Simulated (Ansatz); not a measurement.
BaTe under changes of volume

One of the cells (39.652 Å³/atom); the others are scaled copies at fixed shape and fractional positions:

```xyz
2
Lattice="0.0000 3.4100 3.4100 3.4100 0.0000 3.4100 3.4100 3.4100 0.0000" Properties=species:S:1:pos:R:3 pbc="T T T"
Ba    0.0000    0.0000    0.0000
Te    3.4100    3.4100    3.4100
```

```yaml
Program: Ansatz 0.2.0
Functional: PBE0
Potentials_or_basis: Ansatz PAW
Cutoff: "420 eV (not typed: the program's choice for these potentials)"
k_mesh: 4 × 4 × 4
Occupations: fermi-dirac, width 0.05 eV
Spin: no spin polarisation
```

| volume (Å³/atom) | energy over the lowest point (meV/atom) | pressure (GPa) | gap on the mesh (eV) |
| --- | --- | --- | --- |
| 37.273 | 113.87 | 6.9 | 2.58 |
| 38.066 | ? | ? | ? |
| 38.859 | 56.97 | 4.7 | 2.70 |
| 39.652 | 36.31 | 3.7 | 2.76 |
| 40.445 | 20.21 | 2.8 | 2.81 |
| 41.238 | 8.24 | 2.0 | 2.86 |
| 42.031 | 0.00 | 1.3 | 2.90 |

**Question.** What does the run at 38.066 Å³/atom give?

**Answer.** Energy over the lowest point 82.64 meV/atom; pressure 5.7 GPa; gap on the mesh 2.64 eV.

Worked out: A Birch-Murnaghan fit of order 3 (a polynomial in V^(-2/3)) to the other rows has no minimum within the range. It gives 82.64 meV/atom at 38.066 Å³/atom, against the run's 82.64, and -dE/dV = 5.7 GPa, against 5.7. A straight line through the other rows of the gap, of slope 2.69 eV per unit of ln V, gives 2.64 eV, against the run's 2.64.

Energies are extrapolated to zero smearing.

Caveats: spin-orbit coupling is left out, which moves the levels of the heavy elements; the PAW data sets come from PBE, with cores solved anew for the run's functional, which leaves a small shift of forces and pressure; the thresholds are loose for stress.

A mesh can miss the band edges.
